Vanadium atoms can be placed in dense or open arrangements, and a density-functional calculation gives the energy of each. In the table hcp is hexagonal close packing, and dhcp is its variant with a four-layer repeat. Omega is the zero of energy; the ground state of vanadium is bcc, so these are not heights above the ground state. Simple cubic and diamond are held in their symmetry: their energies show what an arrangement costs, not that it would survive.

Vanadium relaxed in five structures, each in the lowest of the magnetic starts tried, with Ansatz 0.2.0 (PBE, plane-wave PAW, 420 eV cutoff, scalar-relativistic, Fermi-Dirac smearing). Energies are extrapolated to zero smearing and count from the lowest structure listed; volumes and bulk moduli come from equation-of-state fits.

| structure | space group of the relaxed cell | neighbours within 15 % of the shortest distance | smearing width | k mesh | starting moments | energy above lowest (meV/atom) | neighbour distance (Å) | volume per atom (Å³) | bulk modulus (GPa) | largest site moment (μB) | magnetic order |
| --- | --- | --- | --- | --- | --- | --- | --- | --- | --- | --- | --- |
| omega (AlB2-type) | P6/mmm | 2 | 0.1 eV | 11×11×17 | none | 0 | 2.390 | 13.65 | 176 | 0.00 | no spin polarisation |
| dhcp | P6_3/mmc | 12 | 0.05 eV | 18×18×5 | V +1 V +1 V +1 V +1 μB | 106 | 2.630 | 13.85 | 175 | 0.00 | non-magnetic |
| hcp | P6_3/mmc | 12 | 0.1 eV | 16×16×8 | none | 122 | 2.614 | 13.83 | 173 | 0.00 | no spin polarisation |
| simple cubic | Pm-3m | 6 | 0.05 eV | 21×21×21 | V +1 μB | 715 | 2.444 | 14.70 | 138 | 0.00 | non-magnetic |
| diamond | Fd-3m | 4 | 0.05 eV | 16×16×16 | V +1.45 V +1.45 μB | 2170 | 2.368 | 20.44 | 60.1 | 1.45 | ferromagnetic |

**(a) Omega is listed with only 2 neighbours, yet it has the lowest energy here. Is it an open structure?**

*Solution.* No. Its volume per atom is the smallest in the table. The column counts neighbours within 15 % of the shortest distance, and for omega it describes one site, which has two very close neighbours along a chain. Twelve more sit at 2.84 Å, just outside the limit.

The relaxed cell has three atoms. If the shell is extended to 2.84 Å, one atom has 14 neighbours and the other two have 11 each, so the mean is $(14+2\cdot 11)/3=12$. Omega therefore belongs with hcp and dhcp, and the series to explain runs from twelve neighbours to six and then to four.

Counting neighbours can't rank the three dense structures, which lie within about 0.12 eV of each other. Their order may come from the shape and filling of the d band, a cause not tested here. The order of hcp and dhcp is not settled either: they differ by 16 meV, were run with different smearing and meshes, and owe their order to the correction to zero smearing, which is larger for hcp.

**(b) Estimate what it costs to go from twelve neighbours to six, and to four. Compare simple bond counting with a model of a metallic band.**

*Solution.* Let $E_c$ be the energy that binds an atom in a dense structure, roughly 5 eV for vanadium (a recalled value, not adjusted to any row), and let $Z$ be the number of neighbours. If every bond had a fixed strength, half the neighbours would mean half the binding. Simple cubic would then lie 2.5 eV above omega. The calculation gives 0.7 eV, so the remaining bonds must have become much stronger.

Band theory offers a reason. An electron hops from an atom to each neighbour with some strength $h$, and the squared width of the band is the sum of the squared hoppings, $Zh^2$. The width therefore grows only as $\sqrt{Z}$. In a partly filled band the electrons occupy mainly the lower, bonding states, so the binding energy follows the width:

$$\Delta E = E_c\left(1-\sqrt{Z/12}\right)$$

Here $\Delta E$ is the energy above a dense structure. Each atom owns $Z/2$ bonds, so the energy per bond goes as $1/\sqrt{Z}$: fewer neighbours share the same electrons, and each bond gains.

For diamond, $Z=4$ gives $\Delta E = 5\,(1-0.58)\approx 2.1$ eV, against a computed 2.17 eV. For simple cubic, $Z=6$ gives $5\,(1-0.71)\approx 1.5$ eV, about twice the computed value. The root law thus accounts for much of what bond counting gets wrong, but simple cubic is bound better than it allows.

The close match for diamond deserves some caution. The law keeps $h$ fixed, while the bonds in fact shorten from a mean of 2.70 Å in hcp (its cell is stretched along the stacking axis, with six neighbours at 2.61 Å and six at 2.79 Å) to 2.44 Å in simple cubic and 2.37 Å in diamond. Shorter bonds mean stronger hopping and also stronger repulsion, and the law contains neither change. Each crystal settles where its energy is lowest, so the shortening must be a net gain. That helps to explain why simple cubic lies below the root law. It should lower diamond too, so the match there probably rests on errors that cancel.

Diamond is also the only magnetic row, with a moment of 1.45 μB (Bohr magnetons) inside the atomic sphere. A likely reason, not tested here, is that some d orbitals point between the four neighbours and form narrow bands, where parallel spins gain more exchange energy than they cost. The root law contains no such gain. Simple cubic and dhcp were started with moments and lost them; omega and hcp were computed without spin.

**(c) Compare the step from twelve to six neighbours with the step from six to four. What makes them so different, and does the stiffness of the crystals agree?**

*Solution.* From hcp to simple cubic an atom loses six neighbours and 0.6 eV. From simple cubic to diamond it loses only two more, but 1.5 eV. Counted from omega, diamond costs 3.0 times as much as simple cubic, where the root law gives 1.4. This ratio doesn't depend on the value chosen for $E_c$, so the failure lies in the law itself.

Sharing the binding energy among the bonds shows where the steps differ. With $E_c$ near 5 eV, a bond is worth about 0.8 eV in hcp and 1.4 eV in simple cubic, so the first loss of neighbours is largely repaid by stronger bonds. In diamond a bond is still worth about 1.4 eV. The second step removes one bond per atom, and the others no longer make up for it.

Could simple cubic owe its extra binding to more distant atoms? It has twelve second neighbours at 3.46 Å, but hopping between d orbitals falls roughly as the fifth power of the distance. At $\sqrt{2}$ times the bond length the squared hopping is down to about $1/32$, so all twelve together add only some 6 % to the squared width of the d band. That is too little.

The large loss in diamond needs a cause of its own. A likely one, not tested here, is direction. The root law counts neighbours but ignores where the orbitals point, and the narrow bands suspected in (b) would add little binding.

The stiffness offers a second look at the same wells. Plot the energy of each structure against its volume relative to the relaxed one. If two such curves have the same shape and differ only in depth, the deeper one is also more sharply curved. The bulk modulus $B$ measures that curvature, and $B$ times the volume per atom $V$ is an energy that should scale with the depth. It falls by 16 % from omega to simple cubic and by 49 % from omega to diamond.

Applied to 5 eV, these losses give 0.8 and 2.4 eV, within 13 % of the computed energies. That closeness leans on the rough 5 eV, but the ratio of the two losses doesn't: it is 3.1, against 3.0 for the computed energies. The stiffness thus agrees that simple cubic is still strongly bound and that the large loss comes with diamond. It describes the strength of binding and does not explain it, and it fails among the dense structures, where it would put dhcp below omega. The output below sets the three rules side by side for each row.

In silicon the order is reversed. Four valence electrons just fill the bonds to four neighbours, so diamond is lowest and dense packing costs energy. In vanadium the d band is only partly filled, so there is no fixed number of bonds to complete, and further neighbours can still add binding. To guess the trend for another element, ask first whether its electrons fill a fixed set of directed bonds or share a partly filled band.

Printed output of the fit:

```
Full first shell:
                row  neighbours  farthest (angstrom)  mean distance (angstrom)  rough energy per bond (eV)  bulk modulus x volume (eV)
  omega (AlB2-type)          12                2.835                     2.717                      0.8333                       14.99
               dhcp          12                2.766                     2.698                      0.8157                       15.13
                hcp          12                2.787                       2.7                       0.813                       14.93
       simple cubic           6                2.444                     2.444                       1.428                       12.66
            diamond           4                2.368                     2.368                       1.415                       7.667
Energy above omega in eV:
                row  computed  additive bonds  root law  from stiffness
  omega (AlB2-type)         0               0         0               0
               dhcp     0.106               0         0        -0.04443
                hcp     0.122               0         0         0.02042
       simple cubic     0.715             2.5     1.464           0.778
            diamond      2.17           3.333     2.113           2.443
Omega, distance within the honeycomb layer (angstrom): 2.571
Cost from hcp to simple cubic (meV/atom): 593
Cost from simple cubic to diamond (meV/atom): 1455
Cost of diamond over cost of simple cubic, from omega: 3.035
The same ratio counted from hcp: 3.454
The same ratio by additive bonds: 1.333
The same ratio by the root law: 1.443
The same ratio from stiffness: 3.141
Energy per bond, simple cubic over hcp (root law 1.41): 1.757
Energy per bond, diamond over simple cubic (root law 1.22): 0.9907
The last ratio if the cohesive energy were 4.5 eV: 0.9234
The last ratio if the cohesive energy were 5.5 eV: 1.044
Second neighbours in simple cubic, twelve at (angstrom): 3.456
Second neighbours in diamond, twelve at (angstrom): 3.867
Volume of simple cubic above omega (%): 7.692
Volume of diamond above omega (%): 49.74
Diamond, total moment per atom (Bohr magnetons): 1.892
hcp less dhcp, at zero smearing (meV/atom): 16
hcp less dhcp, before the smearing correction (meV/atom): -6.447
```
